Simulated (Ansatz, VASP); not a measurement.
One calculation of CaSe, two programs

```
Ca Se
1.0
     0.00000    2.96753    2.96753
     2.96753    0.00000    2.96753
     2.96753    2.96753    0.00000
Ca Se
1 1
Cartesian
  0.0000 0.0000 0.0000
  2.9675 2.9675 2.9675
```

Alike in both runs: task single point; functional r2SCAN; k mesh 8 × 8 × 8; no spin polarisation.

```csv
,VASP,Ansatz
version,VASP 6.6.1,Ansatz 0.2.0
potentials or method,"VASP PAW PBE potentials, release 64 (Ca_sv, Se)","plane waves, PAW"
plane-wave cutoff (eV),520,500
occupations,"gaussian, width 0.01 eV",fixed
valence electrons in the cell,16,26
```

|  | VASP | Ansatz | Ansatz less VASP |
| --- | --- | --- | --- |
| gap on the k mesh at the Fermi level (eV) | 2.52 | 2.52 | +0.001 |
| pressure (GPa) | 0.2 | 0.0 | -0.26 |

The two sets of potentials don't hold the same shells in valence.

Caveats: the PAW data sets were made with another functional, which shifts forces and pressure a little (VASP). A k mesh can miss the band edges. r2SCAN opens gaps a little over a GGA but as a rule still falls short of measured ones.
